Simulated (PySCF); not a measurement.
Match the calculated data to a structure.

* UV, strongest line: among the 8 lowest singlet transitions: S8 at 10.88 eV (114 nm, f = 0.152) [TDDFT CAM-B3LYP/def2-SVPD]
* Rotational structure: rotational constants A, B, C: 5.133, 4.907, 4.757 GHz [GFN2-xTB]
* UV, first state: lowest singlet excitation: 9.29 eV (133 nm, f = 0.036) [TDDFT CAM-B3LYP/def2-SVPD]
* Polarisability: 40.2 au [CAM-B3LYP/def2-SVPD]
* Dipole: 2.55 D [CAM-B3LYP/def2-SVPD]
* Triplet: lowest triplet excitation (Tamm–Dancoff): 9.14 eV [TDA CAM-B3LYP/def2-SVPD]

Electronic properties: PySCF, gas phase, density fitting. Levels stand in brackets. Geometry: GFN2-xTB; no solvent, vibrations or thermal averaging.

Question: Which candidate is it?
A. `C[C@H](F)CF`
B. `C=CCC`
C. `CC(C)(F)F`

Answer: C. It is `CC(C)(F)F`. Numbering: `[CH3:1][C:2]([CH3:3])([F:4])[F:5]`. Its formula, C3H6F2, gives 0 degrees of unsaturation, so no ring and no π bond. The optimised geometry has point group C2v and is an asymmetric top.

The others, at the same levels:
- `C[C@H](F)CF` fails: its computed lowest singlet excitation is 9.08 eV (136 nm, f = 0.010) (against 9.29 eV), lowest triplet excitation (Tamm–Dancoff) is 8.63 eV (against 9.14 eV) and strongest line among the 8 lowest singlet transitions is S8 at 10.18 eV (122 nm, f = 0.053) (against S8 at 10.88 eV).
- `C=CCC` fails: its computed lowest singlet excitation is 7.36 eV (169 nm, f = 0.071) (against 9.29 eV), lowest triplet excitation (Tamm–Dancoff) is 4.51 eV (against 9.14 eV) and strongest line among the 8 lowest singlet transitions is S2 at 7.53 eV (165 nm, f = 0.415) (against S8 at 10.88 eV).

Each candidate is one conformer, not necessarily the lowest. The conformers computed, where there is a choice (atom-mapped SMILES and torsion angles):
- `[CH3:1][C@H:2]([F:3])[CH2:4][F:5]`: C1–C2–C4–F5 -70°
- `[CH2:1]=[CH:2][CH2:3][CH3:4]`: C1–C2–C3–C4 118°
